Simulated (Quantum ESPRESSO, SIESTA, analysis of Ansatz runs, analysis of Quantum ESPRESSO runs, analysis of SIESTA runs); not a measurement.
# Levels of V_N in GaN (F-43m), rung by rung (SIESTA and Quantum ESPRESSO), part 4 of 4

Question: at which Fermi levels does V_N in GaN (F-43m) change its charge, and how much of the answer depends on the basis and the program? The model is a cell of 54 host atoms with 1 N taken out.

SIESTA and Quantum ESPRESSO ; SIESTA numerical-orbital DFT, PBEsol, DZP basis, PseudoDojo 0.4.1 potentials converted to PSML; charged supercells in a uniform background, point-charge correction with alignment at far sites.

So far. Step 4 (Corrections and levels): So at this level: (+3/+2) at -0.37 eV (0.50 without the correction), (+2/+1) at -0.38 eV (0.14 without the correction), (+1/0) at 2.00 eV (2.21 without the correction) and (0/−1) at 2.39 eV (2.24 without the correction), in a gap of 1.65 eV. (+3/+2), (+2/+1), (+1/0) and (0/−1) lie outside the gap, so the charge beyond is not the lowest at any Fermi level in the gap, within the error of the correction.

## Step 6: Quantum ESPRESSO, plane waves, PBEsol, 2×2×2

Level of this step: Quantum ESPRESSO plane-wave DFT, PBEsol, PseudoDojo 0.4.1 SR PBEsol standard potentials; single point of a defect supercell at fixed charge in a uniform background (Quantum ESPRESSO).

The same functional and the same PseudoDojo potentials in plane waves, on the same structures: what changes is the basis alone.

The input, pw.in:

```
&CONTROL
  calculation = 'scf'
  prefix = 'pwscf'
  outdir = './tmp'
  pseudo_dir = './pseudo'
  tprnfor = .true.
  disk_io = 'low'
/
&SYSTEM
  ibrav = 0
  nat = 53
  ntyp = 2
  ecutwfc = 84
  nbnd = 245
  occupations = 'smearing'
  smearing = 'fd'
  degauss = 0.00073499
  tot_charge = -1
  nosym = .true.
/
&ELECTRONS
  conv_thr = 5d-08
  electron_maxstep = 100
  mixing_beta = 0.5
/
ATOMIC_SPECIES
Ga    69.7230 Ga.upf
N     14.0070 N.upf
CELL_PARAMETERS angstrom
   0.0026250000    6.7934730000    6.7934730000
   6.7934730000    0.0026250000    6.7934730000
   6.7934730000    6.7934730000    0.0026250000
ATOMIC_POSITIONS crystal
Ga    -0.0002897172   -0.0000414418    0.0006550838
N      0.0830979479    0.0834784601    0.0836837363
[... 7 atom lines left out ...]
N      0.0844109653    0.4169878393    0.4174318192
[... 11 atom lines left out ...]
N      0.4160251331    0.0867605110    0.4161151071
[... 4 atom lines left out ...]
Ga     0.3384080337    0.3409965175    0.3381048315
Ga     0.3373560174    0.3388260841    0.6507239502
[... 3 atom lines left out ...]
Ga     0.3368303676    0.6515032921    0.3382734863
[... 11 atom lines left out ...]
Ga     0.6502118863    0.3378118738    0.3383857344
[... 8 atom lines left out ...]
N      0.7492072960    0.7503815234    0.7504168651
K_POINTS automatic
2 2 2 1 1 1
```

The input, pp_potential.in:

```
&INPUTPP
  prefix = 'pwscf'
  outdir = './tmp'
  filplot = 'potential.dat'
  plot_num = 11
/
&PLOT
  nfile = 1
  filepp(1) = 'potential.dat'
  iflag = 3
  output_format = 6
  fileout = 'potential.cube'
/
```

Launch:

```
$ OMP_NUM_THREADS=1 pw.x -in pw.in > pw.out
$ OMP_NUM_THREADS=1 pp.x -in pp_potential.in > pp_potential.out
```

Log:

```text
This program is part of the open-source Quantum ESPRESSO suite
     for quantum simulation of materials; please cite
         "P. Giannozzi et al., J. Phys.:Condens. Matter 21 395502 (2009);
         "P. Giannozzi et al., J. Phys.:Condens. Matter 29 465901 (2017);
         "P. Giannozzi et al., J. Chem. Phys. 152 154105 (2020);
          URL
     in publications or presentations arising from this work. More details at

     Subspace diagonalization in iterative solution of the eigenvalue problem:
     a serial algorithm will be used

     G-vector sticks info
     --------------------
     sticks:   dense  smooth     PW     G-vecs:    dense   smooth      PW
     Sum        7603    7603   1993               439611   439611   58767

     Using Slab Decomposition

     bravais-lattice index     =            0
     lattice parameter (alat)  =      18.1554  a.u.
     unit-cell volume          =    4229.1235 (a.u.)^3
     number of atoms/cell      =           53
     number of atomic types    =            2
     number of electrons       =       482.00
     number of Kohn-Sham states=          245
     kinetic-energy cutoff     =      84.0000  Ry
     charge density cutoff     =     336.0000  Ry
     scf convergence threshold =      5.0E-08
     mixing beta               =       0.5000
     number of iterations used =            8  plain     mixing
     Exchange-correlation= PBESOL
                           (   1   4  10   8   0   0   0)

     celldm(1)=  18.155396  celldm(2)=   0.000000  celldm(3)=   0.000000
     celldm(4)=   0.000000  celldm(5)=   0.000000  celldm(6)=   0.000000

     crystal axes: (cart. coord. in units of alat)
               a(1) = (   0.000273   0.707107   0.707107 )
               a(2) = (   0.707107   0.000273   0.707107 )
               a(3) = (   0.707107   0.707107   0.000273 )

     reciprocal axes: (cart. coord. in units 2 pi/alat)
               b(1) = ( -0.707517  0.707243  0.707243 )
               b(2) = (  0.707243 -0.707517  0.707243 )
               b(3) = (  0.707243  0.707243 -0.707517 )

     PseudoPot. # 1 for Ga read from file:
     Ga.upf
     Pseudo is Norm-conserving + core correction, Zval = 13.0
     Generated using ONCVPSP code by D. R. Hamann
     Using radial grid of 1902 points,  6 beta functions with:
                l(1) =   0
                l(2) =   0
                l(3) =   1
                l(4) =   1
                l(5) =   2
                l(6) =   2

     PseudoPot. # 2 for N  read from file:
     N.upf
     Pseudo is Norm-conserving + core correction, Zval =  5.0
     Generated using ONCVPSP code by D. R. Hamann
     Using radial grid of 1058 points,  4 beta functions with:
                l(1) =   0
                l(2) =   0
                l(3) =   1
                l(4) =   1

     atomic species   valence    mass     pseudopotential
     Ga               13.00    69.72300     Ga( 1.00)
     N                 5.00    14.00700     N ( 1.00)

     No symmetry found

   Cartesian axes

     site n.     atom                  positions (alat units)
         1        Ga     tau(   1) = (   0.0004338   0.0002583  -0.0002340  )
         2        N      tau(   2) = (   0.1182242   0.1179553   0.1178102  )
         3        Ga     tau(   3) = (   0.2361017   0.2358632   0.0002690  )
         4        N      tau(   4) = (   0.3540610   0.3536641   0.1183435  )
         5        Ga     tau(   5) = (   0.4715340   0.4713353  -0.0001411  )
         6        N      tau(   6) = (   0.5892919   0.5893969   0.1173340  )
         7        Ga     tau(   7) = (   0.2363913   0.0004543   0.2354932  )
         8        N      tau(   8) = (   0.3542340   0.1184285   0.3536052  )
         9        Ga     tau(   9) = (   0.4720508   0.2359388   0.2357938  )
        10        N      tau(  10) = (   0.5900468   0.3549704   0.3546565  )
        11        Ga     tau(  11) = (   0.7075477   0.4722242   0.2359305  )
[...]
total energy              =   -4661.01312255 Ry
     estimated scf accuracy    <       3.35016887 Ry

     iteration #  3     ecut=    84.00 Ry     beta= 0.50
     Davidson diagonalization with overlap
     ethr =  6.95E-04,  avg # of iterations =  4.0

     total energy              =   -4661.47637351 Ry
     estimated scf accuracy    <       0.40963823 Ry

     iteration #  4     ecut=    84.00 Ry     beta= 0.50
     Davidson diagonalization with overlap
     ethr =  8.50E-05,  avg # of iterations =  4.5

     total energy              =   -4661.55231880 Ry
     estimated scf accuracy    <       0.05179136 Ry

     iteration #  5     ecut=    84.00 Ry     beta= 0.50
     Davidson diagonalization with overlap
     ethr =  1.07E-05,  avg # of iterations = 15.2

     total energy              =   -4661.56383195 Ry
     estimated scf accuracy    <       0.04115006 Ry

     iteration #  6     ecut=    84.00 Ry     beta= 0.50
     Davidson diagonalization with overlap
     ethr =  8.54E-06,  avg # of iterations =  2.0

     total energy              =   -4661.56218505 Ry
     estimated scf accuracy    <       0.01054103 Ry

[...]
total energy              =   -4661.56466633 Ry
[...]
iteration # 12     ecut=    84.00 Ry     beta= 0.50
     Davidson diagonalization with overlap
     ethr =  1.10E-09,  avg # of iterations =  2.0

     total energy              =   -4661.56466591 Ry
     estimated scf accuracy    <       0.00000160 Ry

     iteration # 13     ecut=    84.00 Ry     beta= 0.50
     Davidson diagonalization with overlap
     ethr =  3.32E-10,  avg # of iterations =  5.2

     total energy              =   -4661.56466640 Ry
     estimated scf accuracy    <       0.00000018 Ry

     iteration # 14     ecut=    84.00 Ry     beta= 0.50
     Davidson diagonalization with overlap
     ethr =  3.80E-11,  avg # of iterations =  2.2

     End of self-consistent calculation

          k = 0.1767 0.1767 0.1767 ( 55030 PWs)   bands (ev):

    -5.5653  -5.1429  -4.9939  -4.9929  -4.9910  -4.9142  -4.9123  -4.9111
    -4.8764  -4.8758  -4.8723  -4.8351  -4.7909  -4.7900  -4.7677  -4.7544
    -4.7469  -4.7467  -4.7388  -4.7367  -4.7241  -4.7217  -4.7175  -4.6867
    -4.6855  -4.6829  -3.4607  -3.4604  -3.4356  -3.4292  -3.4290  -3.4096
    -3.4078  -3.4071  -3.3955  -3.3953  -3.3826  -3.3820  -3.3813  -3.3807
    -3.3766  -3.3763  -3.3733  -3.3684  -3.3682  -3.3681  -3.3621  -3.3620
[...]
12.3251  12.9511  13.0588  13.0814  14.1935

          k =-0.1769-0.1769 0.5305 ( 54966 PWs)   bands (ev):

[...]
12.2388  12.6873  12.8934  13.6319  13.8175

          k =-0.1769 0.5305-0.1769 ( 54966 PWs)   bands (ev):

[...]
12.2240  12.6895  12.9098  13.6303  13.8116

          k =-0.5305 0.1769 0.1769 ( 54966 PWs)   bands (ev):

[...]
8.1792   8.2943   8.3065   8.3995   8.5326   8.5390   8.5765   8.6270
     8.7077   8.7701   8.8439   8.8447   8.8837   8.9538   8.9612   9.0261
     9.1668   9.1989   9.3151   9.4220   9.5611   9.5668   9.7455   9.8007
    12.2257  12.6883  12.9109  13.6303  13.8126

     the Fermi energy is    12.5012 ev

!    total energy              =   -4661.56466638 Ry
     estimated scf accuracy    <       0.00000005 Ry
     smearing contrib. (-TS)   =      -0.00000000 Ry
     internal energy E=F+TS    =   -4661.56466638 Ry

     The total energy is F=E-TS. E is the sum of the following terms:
     one-electron contribution =   -1458.38560188 Ry
     hartree contribution      =    1183.57127715 Ry
     xc contribution           =   -1278.71086939 Ry
     ewald contribution        =   -3108.03947226 Ry

     convergence has been achieved in  14 iterations

     Forces acting on atoms (cartesian axes, Ry/au):

     atom    1 type  1   force =     0.00025172   -0.00021750    0.00061290
     atom    2 type  2   force =     0.00063063    0.00029993    0.00063325
     atom    3 type  1   force =     0.00024219   -0.00011363    0.00053644
     atom    4 type  2   force =     0.00040804    0.00029422    0.00050841
     atom    5 type  1   force =     0.00042165    0.00020097    0.00025146
     atom    6 type  2   force =     0.00064855   -0.00019318    0.00089321
[...]
atom   51 type  2   force =    -0.00036608    0.00002646   -0.00023449
     atom   52 type  1   force =     0.00013557   -0.00035947    0.00028942
     atom   53 type  2   force =    -0.00017858    0.00025009    0.00000649

     Total force =     0.021921     Total SCF correction =     0.000690

=------------------------------------------------------------------------------=
   JOB DONE.
=------------------------------------------------------------------------------=
```

Elapsed: 57 min, on 1 MPI rank of Arm Neoverse V2, shared host; peak memory 2.8 GiB.

On the kept structures the largest force at this level is 0.30 eV/Å, so they are not at rest here, and a relaxation would lower the states by unlike amounts.

By state, in eV; the first energy still holds the atoms taken out or put in:

```csv
charge,moment (μB),"energy over the host, electrons at the valence top",point-charge term,potential shift at far sites,its spread,correction
−1,0,287.251,0.226,-0.068,0.024,0.294
+1,0,282.936,0.226,-0.172,0.037,0.054
+3,0,282.244,2.033,-0.301,0.135,1.129
```

## Step 7: Side by side

Gap and levels in eV, each above its own valence top, and the processor time of the defect runs (shared machines):

```csv
level of method,gap,(+3/+2),(+2/+1),(+1/0),(0/−1),(+3/+1),(+1/−1),runs,core time
"SIESTA, PBEsol, DZP, energy shift 0.005 Ry, with orbitals at the vacancy, 2×2×2",1.65,-0.37,-0.38,2.00,2.39,-,-,relaxations,8.3 h
"SIESTA, PBEsol, DZP, energy shift 0.02 Ry, with orbitals at the vacancy, 2×2×2",1.75,-0.52,-0.41,2.03,2.43,-,-,single points,32 min
"Quantum ESPRESSO, plane waves, PBEsol, 2×2×2",1.61,-,-,-,-,-0.19,2.28,single points,6.2 h
```

Values below zero or above the gap of their row lie outside the gap.

Formation energies in eV with the Fermi level at the valence top and the elements as references, each run at its own level:

```csv
level of method,+3,+2,+1,0,−1
"SIESTA, PBEsol, DZP, energy shift 0.005 Ry, with orbitals at the vacancy, 2×2×2",2.76,2.39,2.01,4.01,6.39
"SIESTA, PBEsol, DZP, energy shift 0.02 Ry, with orbitals at the vacancy, 2×2×2",3.52,3.00,2.59,4.62,7.04
```

## Step 8: Summary of results

| Quantity | Value |
| --- | --- |
| gap of the host (SIESTA, PBEsol) | 1.65 eV |

What this shows: At the level trusted most (SIESTA, PBEsol, DZP, energy shift 0.005 Ry, with orbitals at the vacancy, 2×2×2) no transition falls inside the gap of 1.65 eV: charge +1 is lowest across it. Of the charges placed (−1, 0, +1, +2 and +3), +1 is the lowest from 0.02 eV above the valence top to 0.02 eV below the conduction bottom, a gap of 1.65 eV. (+3/+2), (+2/+1), (+1/0) and (0/−1) reach a band edge before or after the correction; the carrier may then sit in a band, where the point-charge correction doesn't apply and the value depends on how these k-points fill the band, which is not corrected here. Missing from later rungs, so that levels that rest on them could not be compared there: charge 0 with moment 1 μB in Quantum ESPRESSO, plane waves, PBEsol, 2×2×2 (time limit) and charge +2 with moment 1 μB in Quantum ESPRESSO, plane waves, PBEsol, 2×2×2 (time limit); the core times include these runs. Only the charges −1, 0, +1, +2 and +3 were placed; others may be stable too. Keep in mind: PBEsol makes the gap too small and tends to spread out bound carriers; where a gas molecule sets a chemical potential or the host's formation energy, its binding is uncorrected.

[Logs are printed without paths, hosts, clocks, repeated set-up lines and the standing remarks that a program may print on its own settings, such as how far it seeks lower states.]

[Hosts, paths, dates, database ids (printed as entryN), source tags and the programs' standing remarks are cut or masked in the printed files.]

[For some hosts the program warned that the k-mesh of the response run may be too coarse for force constants and the static dielectric constant; such warnings are not shown here.]

[Charge tables in the logs are Mulliken or Hirshfeld populations, whose sizes and signs can differ; where basis functions stand at a vacancy, SIESTA counts their charge against the missing atom's valence.]

[In relaxation paths of CP2K, step 0 can be the structure after the first move, since the trajectory file begins there, and the last row can be the final structure solved once more.]
